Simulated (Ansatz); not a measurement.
# C (diamond type): how the settings move a single-point run

How sensitive is a single-point run of C (diamond type) to its settings? A reference run comes first, then one run with altered input.

Computed with Ansatz 0.2.0 (reference: DFT, PBE, all-electron LAPW, scalar-relativistic, unless a step's input says otherwise).

## (1) The starting structure

It takes space group R-3m (No. 166, trigonal). Conventional cell: a = 2.843 Å, b = 2.843 Å, c = 6.964 Å, α = 90.00°, β = 90.00°, γ = 120.00°. C (site symmetry 3m) is surrounded by 1 C at 1.43 Å.

Coordinates:

```
C
1.0
     0.00000    2.01036    2.01036
     2.01036    0.00000    2.01036
     2.01036    2.01036    0.00000
C
2
Direct
  0.80750 0.89750 0.89750
  0.19250 0.10250 0.10250
```

## (2) Baseline

Input file input.yaml:

```yaml
crystal:
  lattice:
    - [0.0, 2.0103628793, 2.0103628793]
    - [2.0103628793, 0.0, 2.0103628793]
    - [2.0103628793, 2.0103628793, 0.0]
  atoms:
    - { symbol: C, position: [-0.1925, -0.1025, -0.1025] }
    - { symbol: C, position: [0.1925, 0.1025, 0.1025] }
kpoints:
  mp_grid: { grid: [13, 13, 13] }
scf:
  occupations: { method: fermi_dirac, width: 0.05 }
hamiltonian:
  xc: pbe
  pseudopotentials: { kind: all_electron, lapw: { basis_error: 0.001 } }
output:
  forces: true
  stress: true
  eigenvalues: true
  populations: true
```

Started as:

```
> ansatz run input.yaml --threads 1 --pin off --max-ram 2048MiB --backend cpu --events-out ev --progress --plain --runs-dir out
```

## (3) Changed: n_extra_bands 16, accuracy low

Edit input.yaml of step 2 so:

```diff
@@ -12,2 +12,3 @@
   occupations: { method: fermi_dirac, width: 0.05 }
+  n_extra_bands: 16
 hamiltonian:
@@ -20 +21,2 @@
   populations: true
+accuracy: low
```

Q: Predict the outcome of this session. Wanted: for each run, ending; energy change; pressure; gap; force.

As calculated:

```
                              run     ending  energy change  pressure (GPa)  gap (eV)  force (eV/Å)  cycles  time
                        reference  converged              0           -57.7      0.00          6.93       6  15 s
1: n_extra_bands 16, accuracy low  converged   0.0 meV/atom           -57.7      0.00          6.93       5  24 s
```

Residual by cycle in the longest SCF loop of each run; runs are numbered as in the table. The quantity is the density residual dr2, in eV.

```
cycle  reference    run 1
    1      0.745    0.746
    2      0.114    0.114
    3    0.00111  0.00113
    4     6.9e-6   4.8e-6
    5     4.7e-7   7.1e-8
    6     8.7e-9        -
```

**Reading.** The changed input (band count and accuracy level) leaves the energy the same to the digits printed. Cost: 5 SCF cycles against 6, 24 s against 15 s. The structure is not at rest: the sound run finds -58 GPa, so these are no properties of the relaxed crystal. 
